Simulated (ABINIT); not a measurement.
# Cr (Im-3m) in ABINIT: single point with PBEsol

Aim: the single point of Cr with PBEsol.

All numbers are computed with ABINIT 10.8.3 (patched build); they aren't measurements. Logs are shortened: lines on timing, memory, paths and dates and some standing lists are left out, and cuts for length are marked. The log counts tension as positive stress, the text compression.

## Step 1: Starting point

Symmetry: Im-3m, No. 229, cubic system. The conventional cell has a = 2.969 Å, b = 2.969 Å, c = 2.969 Å, α = 90.00°, β = 90.00°, γ = 90.00°. Around Cr (site symmetry m-3m) lie 8 Cr at 2.57 Å.

## Step 2: Single point, PBEsol, collinear spin, ferromagnetic start

Input file run.abi:

```
# Pseudopotentials
pp_dirpath "./"
pseudos "Cr.upf"

# Structure
acell 3*1.0 Angstrom
rprim
    -1.4844496776     1.4844496776     1.4844496776
     1.4844496776    -1.4844496776     1.4844496776
     1.4844496776     1.4844496776    -1.4844496776
ntypat 1
znucl 24
natom 1
typat 1
xred
     0.0000000000     0.0000000000     0.0000000000

# Plane-wave basis
ecut 47.0

# k points
kptopt 1
ngkpt 12 12 12
nshiftk 1
shiftk 0.0 0.0 0.0

# Exchange and correlation
ixc -116133

# Bands and occupations
nband 12
occopt 3
tsmear 0.05 eV

# Spin
nsppol 2
spinat
     0.0000000000     0.0000000000     5.0000000000

# SCF cycle
nstep 100
tolvrs 1.0e-10

# Output
iomode 3
prtwf 0
prtden 0
prteig 0
prtebands 0
enunit 2
```

Potentials or basis: PseudoDojo NC SR PBEsol v0.4.1 standard.

Command:

```sh
abinit run.abi > log 2>&1
```

run.abo:

```text
.Version 10.8.3 of ABINIT
 Symmetries : space group Im -3 m (#229); Bravais cI (body-center cubic)
================================================================================
 Values of the parameters that define the memory need of the present run
     intxc =       0    ionmov =       0      iscf =       7    lmnmax =       6
     lnmax =       6     mgfft =      30  mpssoang =       3    mqgrid =    3001
     natom =       1  nloc_mem =       1    nspden =       2   nspinor =       1
    nsppol =       2      nsym =      48    n1xccc =    2501    ntypat =       1
    occopt =       3   xclevel =       2
       mpw =        1400          nfft =       27000          nkpt =          72
================================================================================
================================================================================

--------------------------------------------------------------------------------
------------- Echo of variables that govern the present computation ------------
--------------------------------------------------------------------------------
 -outvars: echo values of preprocessed input variables --------
            acell      1.8897261259E+00  1.8897261259E+00  1.8897261259E+00 Bohr
              amu      5.19961000E+01
             ecut      4.70000000E+01 Hartree
           enunit           2
                       outvar_i_n : Printing only first  50 k-points.
              ixc     -116133
                       outvar_i_n : Printing only first  50 k-points.
         kptrlatt       12    0    0      0   12    0      0    0   12
          kptrlen      5.83050565E+01
            natom           1
            nband          12
            ngfft          30      30      30
             nkpt          72
           nspden           2
           nsppol           2
            nstep         100
             nsym          48
           ntypat           1
                       prtocc : prtvol=0, do not print more k-points.
                       1.000000  1.000000  1.000000  1.000000  1.000000  1.000000
                       1.000000  0.000000  0.000000  0.000000  0.000000  0.000000
                       1.000000  1.000000  1.000000  1.000000  1.000000  1.000000
                       1.000000  0.000000  0.000000  0.000000  0.000000  0.000000
                       1.000000  1.000000  1.000000  1.000000  1.000000  1.000000
                       1.000000  0.000000  0.000000  0.000000  0.000000  0.000000
[... 92 lines left out ...]
                       1.000000  1.000000  1.000000  1.000000  1.000000  1.000000
                       1.000000  0.000000  0.000000  0.000000  0.000000  0.000000
                       prtocc : prtvol=0, do not print more k-points.
           occopt           3
           prtden           0
        prtebands           0
           prteig           0
            prtwf           0
            rprim     -1.4844496776E+00  1.4844496776E+00  1.4844496776E+00
                       1.4844496776E+00 -1.4844496776E+00  1.4844496776E+00
                       1.4844496776E+00  1.4844496776E+00 -1.4844496776E+00
          spgroup         229
           spinat      0.0000000000E+00  0.0000000000E+00  5.0000000000E+00
           tolvrs      1.00000000E-10
           tsmear      1.83746611E-03 Hartree
            typat      1
                       outvars : Printing only first  50 k-points.
[... 113 lines left out ...]

 cartesian forces (hartree/bohr) at end:
    1     -0.00000000000000    -0.00000000000000    -0.00000000000000
 frms,max,avg= 0.0000000E+00 0.0000000E+00   0.000E+00  0.000E+00  0.000E+00 h/b

 cartesian forces (eV/Angstrom) at end:
    1     -0.00000000000000    -0.00000000000000    -0.00000000000000
 frms,max,avg= 0.0000000E+00 0.0000000E+00   0.000E+00  0.000E+00  0.000E+00 e/A
 length scales=  1.889726125908  1.889726125908  1.889726125908 bohr
              =  1.000000000000  1.000000000000  1.000000000000 angstroms
 Fermi (or HOMO) energy (hartree) =   0.42177   Average Vxc (hartree)=  -0.48986
 Magnetization (Bohr magneton)=  6.45376348E-08
 Total spin up =  6.99999997E+00   Total spin down =  7.00000003E+00
 Eigenvalues (hartree) for nkpt=  72  k points, SPIN UP:
 kpt#   1, nband= 12, wtk=  0.00058, kpt=  0.0000  0.0000  0.0000 (reduced coord)
  -2.21051   -1.14723   -1.14723   -1.14723    0.14808    0.39623    0.39623    0.39623
   0.45956    0.45956    1.20655    1.20655
      occupation numbers for kpt#   1
   1.00000    1.00000    1.00000    1.00000    1.00000    1.00000    1.00000    1.00000
   0.00000    0.00000    0.00000    0.00000
 prteigrs : prtvol=0 or 1, do not print more k-points.

 Eigenvalues (hartree) for nkpt=  72  k points, SPIN DOWN:
 kpt#   1, nband= 12, wtk=  0.00058, kpt=  0.0000  0.0000  0.0000 (reduced coord)
  -2.21051   -1.14723   -1.14723   -1.14723    0.14808    0.39623    0.39623    0.39623
   0.45956    0.45956    1.20655    1.20655
      occupation numbers for kpt#   1
   1.00000    1.00000    1.00000    1.00000    1.00000    1.00000    1.00000    1.00000
   0.00000    0.00000    0.00000    0.00000
 prteigrs : prtvol=0 or 1, do not print more k-points.

 Fermi (or HOMO) energy (eV) =  11.47685   Average Vxc (eV)= -13.32978
 Eigenvalues (   eV  ) for nkpt=  72  k points, SPIN UP:
 kpt#   1, nband= 12, wtk=  0.00058, kpt=  0.0000  0.0000  0.0000 (reduced coord)
 -60.15105  -31.21759  -31.21759  -31.21759    4.02939   10.78202   10.78202   10.78202
  12.50514   12.50514   32.83180   32.83180
 prteigrs : prtvol=0 or 1, do not print more k-points.

 Eigenvalues (   eV  ) for nkpt=  72  k points, SPIN DOWN:
 kpt#   1, nband= 12, wtk=  0.00058, kpt=  0.0000  0.0000  0.0000 (reduced coord)
 -60.15105  -31.21759  -31.21759  -31.21759    4.02939   10.78202   10.78202   10.78202
  12.50514   12.50514   32.83180   32.83180
 prteigrs : prtvol=0 or 1, do not print more k-points.

--- !EnergyTerms
iteration_state     : {dtset: 1, }
comment             : Components of total free energy in Hartree
kinetic             :  3.81573401700311E+01
hartree             :  1.90380225283251E+01
xc                  : -1.29964090720160E+01
Ewald energy        : -6.35684538755965E+01
psp_core            :  2.73550254527774E+00
local_psp           : -6.58496150757612E+01
non_local_psp       : -6.41070758012883E+00
internal            : -8.88943203598686E+01
'-kT*entropy'       : -2.42711443022814E-04
total_energy        : -8.88945630713116E+01
total_energy_eV     : -2.41894429090118E+03
band_energy         : -9.29895284701553E+00
...

 Cartesian components of stress tensor (hartree/bohr^3)
  sigma(1 1)=  1.09945214E-03  sigma(3 2)=  0.00000000E+00
  sigma(2 2)=  1.09945214E-03  sigma(3 1)=  0.00000000E+00
  sigma(3 3)=  1.09945214E-03  sigma(2 1)=  0.00000000E+00

-Cartesian components of stress tensor (GPa)         [Pressure= -3.2347E+01 GPa]
- sigma(1 1)=  3.23469987E+01  sigma(3 2)=  0.00000000E+00
- sigma(2 2)=  3.23469987E+01  sigma(3 1)=  0.00000000E+00
- sigma(3 3)=  3.23469987E+01  sigma(2 1)=  0.00000000E+00

== END DATASET(S) ==============================================================
================================================================================

 -outvars: echo values of variables after computation  --------
            acell      1.8897261259E+00  1.8897261259E+00  1.8897261259E+00 Bohr
           etotal     -8.8894563071E+01
            fcart     -0.0000000000E+00 -0.0000000000E+00 -0.0000000000E+00
            rprim     -1.4844496776E+00  1.4844496776E+00  1.4844496776E+00
                       1.4844496776E+00 -1.4844496776E+00  1.4844496776E+00
                       1.4844496776E+00  1.4844496776E+00 -1.4844496776E+00
           strten      1.0994521402E-03  1.0994521402E-03  1.0994521402E-03
                       0.0000000000E+00  0.0000000000E+00  0.0000000000E+00
 Calculation completed.
```

Wall time 71 s (1 thread of Arm Neoverse V1, shared host); peak memory 0.1 GiB.

What came out:

```yaml
Free_energy: -2418.9443 eV
Pressure: -32.3 GPa
Band_gap_on_the_k_mesh: none (metal or under the smearing width)
Net_moment: 0.00 μB per cell
Valence_electrons_inside_the_program's_atomic_spheres: Cr 11.73 (radii [1.0584] Å)
```

Levels at points of the mesh, in eV from the Fermi level:
Spin up:
| k point | band 3 | band 4 | band 5 | band 6 | band 7 | band 8 | band 9 | band 10 | band 11 | band 12 |
| --- | --- | --- | --- | --- | --- | --- | --- | --- | --- | --- |
| (0.00, 0.00, 0.00) | -42.69 | -42.69 | -7.45 | -0.69 | -0.69 | -0.69 | 1.03 | 1.03 | 21.35 | 21.35 |
| (0.50, 0.00, 0.00) | -42.90 | -42.70 | -3.86 | -2.02 | 0.82 | 1.02 | 1.30 | 2.52 | 8.57 | 16.16 |
| (0.50, 0.50, 0.50) | -43.13 | -43.13 | -3.62 | -3.62 | 2.18 | 2.18 | 2.18 | 9.48 | 9.48 | 9.48 |
Spin down:
```tsv
k point	band 3	band 4	band 5	band 6	band 7	band 8	band 9	band 10	band 11	band 12
(0.00, 0.00, 0.00)	-42.69	-42.69	-7.45	-0.69	-0.69	-0.69	1.03	1.03	21.35	21.35
(0.50, 0.00, 0.00)	-42.90	-42.70	-3.86	-2.02	0.82	1.02	1.30	2.52	8.57	16.16
(0.50, 0.50, 0.50)	-43.13	-43.13	-3.62	-3.62	2.18	2.18	2.18	9.48	9.48	9.48
```

Caveat: the starting moments collapsed, and a magnetic state may lie lower; a pressure of tens of GPa on the cell as given is suspect, and the run, the potentials or the cell itself is likely at fault.

## Step 3: The reference run

An earlier run on the cell as given: functional PBEsol; potentials or basis PseudoDojo NC SR PBEsol v0.4.1 standard; cutoff 1279 eV; k mesh 12 × 12 × 12; occupations fermi-dirac, width 0.05 eV; collinear spin, ferromagnetic start; starting moments [3.0] μB.

- Pressure: -32.3 GPa
- Band gap on the k mesh: none (metal or under the smearing width)
- Net moment: 0.00 μB per cell
- Valence electrons inside the program's atomic spheres: Cr 11.73 (radii [1.0584] Å)
